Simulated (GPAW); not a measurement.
Equation of state of Sn under BP86+D3(zero damping)

The structure is cubic, space group Fd-3m (No. 227). Conventional cell: a = 6.467 Å, b = 6.467 Å, c = 6.467 Å, α = 90.00°, β = 90.00°, γ = 90.00°. Sn (site symmetry -43m) is surrounded by 4 Sn at 2.80 Å.

This isn't the form of Sn at room conditions, which is tetragonal (white tin).

The cell was scaled at fixed shape and fractions and run with GPAW, PAW data sets generated for this functional, cutoff 600 eV; BP86+D3(zero damping), k mesh 6 × 6 × 6 on the cell of 2 atoms, fermi-dirac occupations of 0.05 eV, no spin polarisation, no spin-orbit coupling. Energies are those that the program minimises, any entropy of the smearing included. For a metal such a mesh isn't converged to the digits shown.

| V (Å³/atom) | energy over the lowest row (meV/atom) |
| --- | --- |
| 31.7748 | 65.32 |
| 32.4509 | 42.33 |
| 33.1269 | 24.88 |
| 33.8030 | ? |
| 34.4791 | 4.38 |
| 35.1551 | 0.40 |
| 35.8312 | 0.00 |

Task: Fit the third-order Birch-Murnaghan form, give V0, B0 and B′, and predict the energy left open.

Result: With y = (V0/V)^(2/3), E = E0 + (9 V0 B0/16) [(y - 1)³ B′ + (y - 1)² (6 - 4y)]. Least squares through the rows shown give V0 = 35.5672 Å³/atom, E0 = -0.25 meV, B0 = 42.15 GPa (1 eV/Å³ = 160.218 GPa) and B′ = 4.57, with a largest miss of 0.01 meV. At V = 33.8030 the form with these constants gives 12.40 meV; the run gave 12.40 meV an atom. Measured volume: 34.16 Å³/atom at 300 K (a printed reference work), so the fit lies +4.1 % from it. The runs are for a static lattice.
